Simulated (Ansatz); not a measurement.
Bands of SnTe

```
CELL_PARAMETERS angstrom
0.00000 3.60674 3.60674
3.60674 0.00000 3.60674
3.60674 3.60674 0.00000
ATOMIC_POSITIONS crystal
Sn 0.00000 0.00000 0.00000
Te 0.25000 0.25000 0.25000
```

Atom numbers follow the list: Sn1, Te2.

The cell was built from the zincblende type and relaxed in the same program, and has space group F-43m; it needn't be a known or the stable phase.

No spin–orbit coupling, which matters for the heavy atoms here.

Theory: DFT, PBE, all-electron LAPW, scalar-relativistic in Ansatz 0.2.0.

Numerical set-up: a Γ-centred 9×9×9 k mesh, Fermi–Dirac smearing of 0.05 eV, basis error target 1 meV/atom, no spin polarisation.

Points in fractions of the reciprocal vectors of this cell: Γ (0, 0, 0), X (-0.5, -0.5, 0), U (-0.375, -0.375, 0.25), K (-0.375, 0, 0.375), L (0, 0, 0.5), W (-0.5, -0.25, 0.25). The path joins them by straight lines in the order Γ–X–U–K–Γ–L–W–X; legs that retrace an earlier one aren't tabulated. Energies are in eV from the top of the valence band.

**Question.** List the levels at K between -8 and 4 eV.

**Answer.** -7.36, -3.56, -2.98, -0.53, 1.12, 3.04, 3.15.

**Question.** List the levels at L between -8 and 4 eV.

**Answer.** -7.04, -2.51 (×2), -2.08, 1.78 (×2), 3.38.

**Question.** List the levels at Γ between -8 and 4 eV.

**Answer.** -5.21, -1.98 (×3), 0.97 (×3).

**Question.** What is the band gap?

**Answer.** 0.08 eV, indirect from W (-0.5, -0.25, 0.25) to X (-0.5, -0.5, 0) (so small a gap may close at points that the mesh and path miss).

Kohn–Sham gaps of semilocal functionals usually fall short of measured ones.
